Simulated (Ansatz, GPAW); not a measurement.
## MnS: 3 runs at one level of theory

```xyz
2
Lattice="0.0000 2.6045 2.6045 2.6045 0.0000 2.6045 2.6045 2.6045 0.0000" Properties=species:S:1:pos:R:3 pbc="T T T"
Mn    0.0000    0.0000    0.0000
S     2.6045    2.6045    2.6045
```

Alike in all runs: task band structure; functional BLYP; k mesh 9 × 9 × 9; occupations fermi-dirac, width 0.05 eV; collinear spin, ferromagnetic start; no spin-orbit coupling. The measured crystal is an antiferromagnetic insulator; the state found here is the runs' own. Pressure is positive in compression and, in plane waves, holds the error of the finite cutoff, which Ansatz's Pulay term estimates and takes out.

```tsv
program and potentials	plane-wave cutoff (eV)	notes	pressure (GPa)	net moment per atom (μB)
Ansatz, Ansatz PAW	420	potentials made for PBE, which Ansatz adapts in part; Pulay term of +0.03 GPa included	1.37	2.32
Ansatz, all-electron LAPW, scalar-relativistic	-	-	1.35	2.32
GPAW, PAW data sets generated for this functional	600	-	1.18	2.31
```

The pressure spans 1.18 (GPAW, PAW data sets generated for this functional) to 1.37 GPa (Ansatz, Ansatz PAW), with all-electron results at 1.35. The net moment per atom spans 2.31 (GPAW, PAW data sets generated for this functional) to 2.32 μB (Ansatz, Ansatz PAW), with all-electron results at 2.32. Some sets were made for another functional than the one run, which can shift their rows. The state is the one that the start led to, which needn't be the lowest.

Differences between rows come from potentials, basis sets and numerical settings, since the functional is the same but for its coding. Runs on potential files found faulty are left out.
